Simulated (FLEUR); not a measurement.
## Ni (c factor at fixed volume 1.2 on the database's cell): anisotropy by force theorems

Wanted: anisotropy for Ni (c factor at fixed volume 1.2 on the database's cell), with the cost of each step.

Program: FLEUR MaX-R8.1. Level of theory: PBE; all-electron FLAPW, Dirac cores, scalar-relativistic bands. Results are calculated unless marked as measured.

Most raw output is cut from this account.

This is not the structure that Ni takes at ambient pressure and room temperature (fcc); it is a model or a phase of other conditions.

### 1. The starting structure

The structure is tetragonal, space group I4/mmm (No. 139). The conventional cell has a = 2.275 Å, b = 2.275 Å, c = 4.229 Å, α = 90.00°, β = 90.00°, γ = 90.00°. Nearest to Ni lie 4 Ni at 2.27 Å.

The cell is strained on purpose: c factor at fixed volume 1.2 on the database's cell.

### 2. Reference state

The force theorems are single passes in this state's potential, so it has to be converged first.

No symmetry is used, so that later steps may turn the spins freely; k and −k are joined. inpgen writes inp.xml from crystal.txt; cutoffs, mixing, functional, smearing and local orbitals are then set in the file. The k list scf (kpts.xml, not shown) is a Γ-centred 14×14×14 mesh; where the ranks do not divide the number of points, some are split in two of half the weight.

Input file inp.xml:

```
<?xml version="1.0" encoding="UTF-8" standalone="no"?>
<fleurInput fleurInputVersion="0.39">
   <comment>
      Ni
   </comment>
   <calculationSetup>
      <cutoffs Kmax="3.9" Gmax="11.7" GmaxXC="11.7" numbands="0"/>
      <scfLoop itmax="110" minDistance="0.00002" maxIterBroyd="15" imix="Anderson" alpha="0.05" precondParam="0.0" spinf="2.0" sdNocoIR="T"/>
      <coreElectrons ctail="F" frcor="F" kcrel="0" coretail_lmax="0"/>
      <xcFunctional name="pbe" relativisticCorrections="F"/>
      <magnetism jspins="2" l_noco="F" l_ss="F">
         <qss>0.0 0.0 0.0</qss>
         <mtNocoParams l_mperp="F" l_mtNocoPot="F" l_relaxSQA="F" mag_mixing_scheme="0" mix_RelaxWeightOffD="1.0" l_constrained="F" mix_constr="1.0"/>
         <sourceFreeMag l_sourceFree="F" l_scaleMag="F" mag_scale="1.0"/>
      </magnetism>
      <soc l_soc="F" theta="0.0" phi="0.0" spav="F"/>
      <expertModes spex="0" secvar="F"/>
      <geometryOptimization l_f="F" forcealpha="1.0" forcemix="BFGS" epsdisp="0.00001" epsforce="0.00001"/>
      <ldaU l_linMix="F" mixParam="0.05" spinf="1.0"/>
   </calculationSetup>
   <cell>
      <bzIntegration valenceElectrons="18.0" mode="hist" fermiSmearingEnergy="0.00183747">
         <kPointListSelection listName="scf"/>
         <xi:include xmlns:xi="http://www.w3.org/2001/XInclude" href="kpts.xml"> </xi:include>
      </bzIntegration>
      <xi:include xmlns:xi="http://www.w3.org/2001/XInclude" href="sym.xml"> </xi:include>
      <bulkLattice scale="1.0">
         <bravaisMatrix>
            <row-1>    0.0000000000000000     3.0394718571372770     3.9954895192165210</row-1>
            <row-2>    3.0394718571372770     0.0000000000000000     3.9954895192165210</row-2>
            <row-3>    3.0394718571372770     3.0394718571372770     0.0000000000000000</row-3>
         </bravaisMatrix>
      </bulkLattice>
   </cell>
   <atomSpecies>
      <species name="Nickel (Ni1.000" element="Ni" atomicNumber="28">
         <mtSphere radius="2.1" gridPoints="695" logIncrement="0.018"/>
         <atomicCutoffs lmax="8" lnonsphr="6"/>
         <electronConfig flipSpins="F">
            <coreConfig>(1s1/2) (2s1/2) (2p1/2) (2p3/2)</coreConfig>
            <valenceConfig>(3s1/2) (3p1/2) (3p3/2) (4s1/2) (3d3/2) (3d5/2)</valenceConfig>
            <stateOccupation state="(3d3/2)" spinUp="1.6" spinDown="1.6"/>
            <stateOccupation state="(3d5/2)" spinUp="2.9" spinDown="1.9"/>
         </electronConfig>
         <energyParameters s="4" p="4" d="3" f="4"/>
         <lo type="SCLO" l="0" n="3" eDeriv="0"/>
         <lo type="SCLO" l="1" n="3" eDeriv="0"/>
      </species>
   </atomSpecies>
   <atomGroups>
      <atomGroup species="Nickel (Ni1.000">
         <relPos label="                   1">.0000000000 .0000000000 .0000000000</relPos>
         <force calculate="T" relaxXYZ="TTT"/>
         <nocoParams  alpha="0.0" beta="0.0"/>
      </atomGroup>
   </atomGroups>
   <output dos="F" band="F" slice="F">
      <bandDOS minEnergy="-.5*Htr" maxEnergy="0.5*Htr" sigma="0.015" storeEVData="T"/>
      <plotting iplot="0" polar="F">
         <plot TwoD="T" vec1="  1.0  0.0  0.0" vec2="  0.0  1.0  0.0" vec3="  0.0  0.0  1.0" zero="  0.0  0.0  0.0" file="plot"/>
      </plotting>
      <moessbauerParams electricFieldGradient="F" isomerShift="F" coreHyperfine="F" valenceHyperfine="F"/>
   </output>
</fleurInput>
```

Input file crystal.txt:

```
Ni
&input film=F cartesian=F /
0.00000000000  1.60841924000  2.11432200000
1.60841924000  0.00000000000  2.11432200000
1.60841924000  1.60841924000  0.00000000000
1.8897261246
1.0 1.0 1.0

1
28 0.00000000000  0.00000000000  0.00000000000 : 1.000

&kpt div1=14 div2=14 div3=14 gamma=T /
```

The run is started by

```sh
$ OMP_NUM_THREADS=1 inpgen -f crystal.txt -nosym -noco > inpgen.log  # inp.xml is then edited as shown
$ OMP_NUM_THREADS=1 mpirun -n 4 fleur_MPI > fleur.log
```

Run time: 1.9 min. Hardware: 4 MPI ranks of Arm Neoverse V1, shared host; peak memory 0.35 GiB.

Read from the output:

| Quantity | Value |
| --- | --- |
| free energy | -41383.6123 eV |
| program's band gap on this mesh (in a metal only a level spacing) | 1.18e-8 eV |
| magnetization | 0.5462 μB |
| final state | ferromagnetic |
| largest moment | 0.5744 μB |

After 23 cycles the largest moment stands at 0.574 μB.

### 3. Anisotropy by the force theorem, rung 1

Anisotropy is a small difference, so it is taken from sums over occupied states at a frozen potential, where most errors cancel.

One pass with spin–orbit coupling for each direction, from the saved density. Inversion lets half of the mesh serve, which the program's warning doesn't know. The k list mae (kpts.xml, not shown) is a Γ-centred 19×19×19 mesh.

inp.xml, as its differences from that of step 2:

```diff
@@ -6,4 +6,4 @@
    <calculationSetup>
-      <cutoffs Kmax="3.9" Gmax="11.7" GmaxXC="11.7" numbands="0"/>
-      <scfLoop itmax="110" minDistance="0.00002" maxIterBroyd="15" imix="Anderson" alpha="0.05" precondParam="0.0" spinf="2.0" sdNocoIR="T"/>
+      <cutoffs Kmax="3.9" Gmax="11.7" GmaxXC="11.7" numbands="38"/>
+      <scfLoop itmax="1" minDistance="0.00002" maxIterBroyd="15" imix="Anderson" alpha="0.05" precondParam="0.0" spinf="2.0" sdNocoIR="T"/>
       <coreElectrons ctail="F" frcor="F" kcrel="0" coretail_lmax="0"/>
@@ -15,3 +15,3 @@
       </magnetism>
-      <soc l_soc="F" theta="0.0" phi="0.0" spav="F"/>
+      <soc l_soc="T" theta="0.0" phi="0.0" spav="F"/>
       <expertModes spex="0" secvar="F"/>
@@ -22,3 +22,3 @@
       <bzIntegration valenceElectrons="18.0" mode="hist" fermiSmearingEnergy="0.00183747">
-         <kPointListSelection listName="scf"/>
+         <kPointListSelection listName="mae"/>
          <xi:include xmlns:xi="http://www.w3.org/2001/XInclude" href="kpts.xml"> </xi:include>
@@ -63,2 +63,5 @@
    </output>
+   <forceTheorem>
+      <MAE theta="0.0 1.5707963 1.5707963 0.7853982" phi="0.0 -0.7853982 0.0 -0.7853982"/>
+   </forceTheorem>
 </fleurInput>
```

The run is started by

```sh
$ OMP_NUM_THREADS=1 mpirun -n 4 fleur_MPI -warn_only > fleur.log
```

The job ended after 63 s (4 MPI ranks; peak memory 0.96 GiB; 4 min of CPU time).

Anisotropy energies, by row:

```tsv
axis	x	y	z	band energy less the first axis' (meV a cell)
[001]	0	0	1	0
[100]	0.7071	-0.7071	0	-0.08052
[110]	1	0	0	-0.08033
45 degrees from [001] toward [100]	0.5	-0.5	0.7071	-0.04008
```

Indices are those of the standard conventional cell; x, y, z give the same directions in the axes of the input.

### 4. Energy against the direction of the moments, rung 2

A second rung shows how far the first can be trusted.

The k list mae (kpts.xml, not shown) is a Γ-centred 28×28×28 mesh.

inp.xml is that of step 3.

Run time: 4.4 min. Hardware: 4 MPI ranks; peak memory 2.7 GiB.

Anisotropy energies, by row:

```tsv
axis	x	y	z	band energy less the first axis' (meV a cell)
[001]	0	0	1	0
[100]	0.7071	-0.7071	0	-0.07396
[110]	1	0	0	-0.07363
45 degrees from [001] toward [100]	0.5	-0.5	0.7071	-0.03687
```

### 5. Spin–orbit coupling, moments along [001]

Spin–orbit coupling ties the spins to the lattice and lets orbital moments form.

A new self-consistent run of the start ferro +, with the moments along z. The k list default-1 (kpts.xml, not shown) is a Γ-centred 28×28×28 mesh.

inp.xml, as its differences from that of step 2:

```diff
@@ -6,12 +6,8 @@
    <calculationSetup>
-      <cutoffs Kmax="3.9" Gmax="11.7" GmaxXC="11.7" numbands="0"/>
+      <cutoffs Kmax="3.9" Gmax="11.7" GmaxXC="11.7" numbands="38"/>
       <scfLoop itmax="110" minDistance="0.00002" maxIterBroyd="15" imix="Anderson" alpha="0.05" precondParam="0.0" spinf="2.0" sdNocoIR="T"/>
-      <coreElectrons ctail="F" frcor="F" kcrel="0" coretail_lmax="0"/>
+      <coreElectrons ctail="T" frcor="F" kcrel="0" coretail_lmax="0"/>
       <xcFunctional name="pbe" relativisticCorrections="F"/>
-      <magnetism jspins="2" l_noco="F" l_ss="F">
-         <qss>0.0 0.0 0.0</qss>
-         <mtNocoParams l_mperp="F" l_mtNocoPot="F" l_relaxSQA="F" mag_mixing_scheme="0" mix_RelaxWeightOffD="1.0" l_constrained="F" mix_constr="1.0"/>
-         <sourceFreeMag l_sourceFree="F" l_scaleMag="F" mag_scale="1.0"/>
-      </magnetism>
-      <soc l_soc="F" theta="0.0" phi="0.0" spav="F"/>
+      <magnetism jspins="2"/>
+      <soc l_soc="T" theta="0.0" phi="0.0" spav="F"/>
       <expertModes spex="0" secvar="F"/>
@@ -22,3 +18,3 @@
       <bzIntegration valenceElectrons="18.0" mode="hist" fermiSmearingEnergy="0.00183747">
-         <kPointListSelection listName="scf"/>
+         <kPointListSelection listName="default-1"/>
          <xi:include xmlns:xi="http://www.w3.org/2001/XInclude" href="kpts.xml"> </xi:include>
@@ -53,3 +49,2 @@
          <force calculate="T" relaxXYZ="TTT"/>
-         <nocoParams  alpha="0.0" beta="0.0"/>
       </atomGroup>
```

crystal.txt, as its differences from that of step 2:

```diff
@@ -11,2 +11,3 @@
 
-&kpt div1=14 div2=14 div3=14 gamma=T /
+&soc 0.0000000 0.0000000 /
+&kpt div1=28 div2=28 div3=28 gamma=T /
```

The run is started by

```sh
$ OMP_NUM_THREADS=1 inpgen -f crystal.txt > inpgen.log  # inp.xml is then edited as shown
$ OMP_NUM_THREADS=1 mpirun -n 4 fleur_MPI > fleur.log
```

It took 9.8 min on 4 MPI ranks; peak memory 0.83 GiB; 30 min of CPU time.

Numbers from this step:

```
free energy                                                       : -41383.6388 eV
program's band gap on this mesh (in a metal only a level spacing) : 1.78e-4 eV
magnetization                                                     : 0.5182 μB
final state                                                       : ferromagnetic
largest moment                                                    : 0.5459 μB
orbital moment along the spin                                     : 0.03526 μB
```

Orbital moment in the sphere, along the spin axis by atom:

```tsv
atom	orbital moment in the sphere, along the spin axis (μB)
Ni1	0.0353
```

### 6. What came out

| Quantity | Value |
| --- | --- |
| reference state | ferromagnetic |
| largest sphere moment | 0.574 μB |
| easy direction of those tried | the plane normal to [001] |
| energy along [100] less [001], force theorem | -0.0740 meV a primitive cell |
| orbital moment on the atom of largest spin, along its spin (spin–orbit run) | 0.0353 μB |

**Reading.** By the force theorem the moments prefer the plane normal to [001], with no direction in it resolved; shape anisotropy is not in it. The difference for the second direction goes from -0.081 meV (mesh 19×19×19, 38 states, 4 min of CPU time) to -0.074 meV (mesh 28×28×28, 38 states, 15 min). On the atom of largest spin the orbital moment is almost quenched. The state was typed, and no other order was converged beside it, so it need not be the ground state.

[Logs and program files are shortened in this print: banners, set-up blocks, solver, clock and traceback lines can be left out without a mark of their own.]

[Logs are printed without paths, hosts, clocks, repeated set-up lines and the standing remarks that a program may print on its own settings, such as how far it seeks lower states.]

[Hosts, paths, dates, database ids (printed as entryN), source tags and the programs' standing remarks are cut or masked in the printed files.]

[Where a cell is said to come from a database of computed structures, the database is the Materials Project.]
